Q: I have a table in which one WSe₂ layer is pushed across its neighbour. No bond seems to break, so why does it cost energy at all?

Rigid, unrelaxed slide between two layers of bulk WSe2 (P6_3/mmc, a = 3.271 Å, c = 13.221 Å), one fault per 6-atom cell; the slip vector is cell vector a. Ansatz 0.2.0, PBEsol, plane-wave PAW, scalar-relativistic, no spin polarisation, 420 eV cutoff, Gamma-centred 9×9×2 k mesh, 0.05 eV Gaussian smearing. Fault energies are relative to the unslipped cell.

```
slip (fraction of the slip vector)  fault energy (mJ/m²)  shear traction (GPa (slope of the fault energy along the slip))  gap on mesh (eV)
                                 0                   0.0                                                            0.000             1.139
                               0.1                  10.5                                                            0.630             1.132
                               0.2                  38.7                                                            1.050             1.120
                               0.3                  74.9                                                            1.090             1.110
                               0.4                 105.4                                                            0.700             1.108
                               0.5                 117.2                                                            0.000             1.116
```

A: The slip is the distance moved as a fraction of the in-plane lattice constant a, and the fault energy is the cost per area of the slid plane. The W–Se bonds inside the layers keep their length in every row. What changes is how the two facing sheets of selenium fit together. At the start each Se sits in a hollow between three Se atoms of the next layer, 3.77 Å from each. At half a lattice constant it is midway between two such hollows and passes one Se at only 3.40 Å.

Picture two close-packed sheets of balls, one resting on the other. To move sideways, a ball must climb out of its hollow. Halfway across, it has one tight contact and two loose ones in place of three equal ones. Repulsion between closed electron shells is so steep that this uneven set should cost more. The forces on the atoms fit this: the slid layers push each other apart, and the push grows at every step. That supports repulsion as the cause, though the calculation doesn't separate it from electrostatic forces.

Q: The energy is highest at 0.5, yet the shear traction there is zero. Where do I have to push hardest?

A: About halfway up the hill. The shear traction is the slope of the fault energy, and a slope vanishes at a summit as it does at the bottom. The rows climb up to 0.5, and symmetry makes the energy fall again beyond it, because a slip of 0.6 is equivalent to one of 0.4. The simplest periodic curve with these properties is Frenkel's, where x is the slip and Emax the fault energy at 0.5:

E(x) = Emax sin²(πx)

Differentiating with respect to the distance moved, which is xa, gives the traction:

τ(x) = (πEmax/a) sin(2πx)

The peak lies at x = 0.25. With Emax = 0.1172 J/m² and a = 3.271 × 10⁻¹⁰ m, it is 3.1416 × 0.1172 / (3.271 × 10⁻¹⁰) Pa = 1.13 GPa. No row lies at 0.25. At its neighbours, 0.2 and 0.3, the sine gives 1.07 GPa each, and the table has 1.05 and 1.09 GPa.

This is the stress for moving a whole perfect layer at once, held to a straight line. Real layers usually slip region by region, through dislocations, at far lower stress.

Q: How good is that sine curve, given that you took its height from the table?

A: The row at 0.5 is therefore no test, but the rows between are. The curve runs slightly too high there, by at most 2 mJ/m². In relative terms it is worst at the foot of the hill, where it overshoots the row at 0.1 by 7 %.

The misses have a pattern. Adding one overtone, a ripple of half the period, and fitting both amplitudes to all six rows removes nearly all of them; the output after this text gives the details. The overtone has less than 2 % of the main amplitude. Theory explains why it is so weak: the finer a ripple in the force between two surfaces, the faster it fades as they move apart. In the limit of a wide gap only the sine is left, and it too is fading.

Q: So 0.5 is the pass that a sliding layer must cross?

A: No. It is the highest point of this straight line, but not a pass in the landscape. At a true pass the force vanishes in every direction. Adding up the forces on all atoms of one layer at 0.5 gives a sideways traction of 1.5 GPa, more than any traction along the slip.

The table can't reveal this, because its traction column holds only the slope along the line. The line runs between a site where Se sits directly on Se and a second kind of hollow. Repulsion should drive the layer away from the first and towards the second. A layer free to move sideways would leave the line.

Q: Do the balls predict that sideways force as well?

A: Only in part, and the failure is instructive. Extend Frenkel's curve to two dimensions with the three shortest waves that the lattice allows. Their wave vectors Gᵢ lie 120° apart and have length G = 4π/(√3a):

E(r) = C Σ[1 − cos(Gᵢ·r)] + S Σ sin(Gᵢ·r)

Here r is the displacement, and C and S are two amplitudes. Along our line the three phases are 0, 2πx and −2πx. The sine terms then cancel in the energy, but not in its sideways slope:

E = 2C [1 − cos(2πx)]
sideways traction = S G [1 − cos(2πx)]

Both follow the same curve, so their ratio should be the same at every slip. The layer forces confirm this to within 1 %.

The size of the ratio is another matter. For sheets of balls the two kinds of hollow are equally deep, which requires S = √3 C. The sideways traction at 0.5 is then 2πEmax/a = 2.25 GPa, half as much again as the 1.51 GPa from the forces. So the analogy holds for the climb out of the hollow but not for the landing in the next one, which by this formula lies higher than the start.

The likely reason sits one atomic plane deeper. In the starting stack each Se at the gap has a W of the next layer beneath it; in the other hollow it has none, and W faces W instead. Carried off the line, the same formula puts a zigzag path through that hollow at some tens of mJ/m², well below the straight path. No calculation was made there, so take this as a rough guide.

Q: What would change if the layers sat closer together?

A: The hill would grow quickly. At 0.5 the slid layers push apart with 3.3 GPa more than unslid ones do, and this push is exactly the rate at which the fault energy rises as the gap narrows. For a gap 0.1 Å narrower, 3.3 GPa × 0.1 Å is 0.033 J/m², or 28 % of the barrier. The full rise should be somewhat larger, because the push itself grows as the gap closes. For a related layered crystal, then, look first at the gap: for facing atoms of similar size, the wider it is compared with the in-plane repeat, the flatter the hill should be.

This matters here for two reasons. PBEsol lacks the long-range dispersion attraction that helps to hold such layers together, so the gap here is probably too wide. A narrower one would raise the barrier. On the other hand, the layers were slid rigidly; letting them move apart at each step would lower it. The two corrections oppose each other, and these data don't tell which is larger.

Q: We use WSe₂ as a transistor channel. Does a slipped layer spoil the band gap?

A: On this mesh the gap stays open in every row and varies by only 0.03 eV. Nothing here suggests that a slipped layer turns the channel metallic. I would not convert the small dip near 0.4 into a shift of threshold voltage, though. The k mesh misses points where band edges may lie, including the one midway between Γ and K, near which the conduction band of bulk WSe₂ has its minimum. Spin–orbit coupling is also absent, and it splits the valence band at K by some tenths of an eV, far more than the whole variation in the column. PBEsol also tends to make band gaps too small.

Q: Which digits may I quote, then?

A: That depends on what you quote them for. As a description of this one calculation, the numbers hang together well. The layer forces along the slip reproduce the traction column, which comes from the energies, to within 0.01 GPa. Both belong to the same calculation, so this doesn't test the functional or the settings. It does show that numerical noise is too small to explain the slight departure from a sine.

As a forecast for a real crystal, 117.2 mJ/m² is better given as "about 0.1 J/m² for a rigid, straight slide". A tenth of an ångström in the gap already alters the second digit, convergence with mesh and cutoff was not tested here, and the PAW datasets were made for PBE, not for PBEsol. What you can rely on is the order of events: the traction peaks near a quarter of the lattice constant, the energy peaks at half, and by then the layer is being pushed off the straight path.

The analysis program printed:

```
Contacts and Frenkel curve:
  row  closest Se-Se (A)  next Se-Se (A)  Frenkel (mJ/m2)  Frenkel less computed
  0.0               3.77            3.77                0                      0
  0.1               3.64           3.784            11.19                 0.6916
  0.2              3.536           3.826            40.49                  1.792
  0.3              3.459           3.896            76.71                  1.808
  0.4              3.412           3.991              106                 0.6084
  0.5              3.397           4.109            117.2                      0
Tractions from layer forces in GPa:
  row  along slip  less table value  sideways  opening
  0.0           0                 0         0        0
  0.1      0.6276         -0.002397    0.1366    0.287
  0.2       1.055          0.004651    0.5014    1.072
  0.3       1.098          0.007874    0.9699    2.097
  0.4      0.7037          0.003677     1.361    2.975
  0.5   9.373e-19         9.373e-19     1.513    3.323
fit of fault_energy on 6 rows: coefficient of s1 117.2 +/- 0.027, coefficient of s2 -1.998 +/- 0.03; rms 0.0269, worst 0.4 -0.0519, leave-one-out rms 0.0536
Frenkel excess at slip 0.1 in percent: 6.587
Frenkel peak traction at slip 0.25 in GPa: 1.126
Table traction at slip 0.3 less that at 0.2 in GPa: 0.04
Smallest sideways traction per fault energy in GPa per J/m2: 12.91
Largest sideways traction per fault energy in GPa per J/m2: 13.01
Sideways traction at slip 0.5 if only facing Se planes mattered in GPa: 2.251
Rough top of the zigzag path from the first shell in mJ/m2: 48.67
Rise of fault energy at slip 0.5 for a gap 0.1 A narrower in percent (linear): 28.35
Spread of the gap on the mesh in eV: 0.031
```
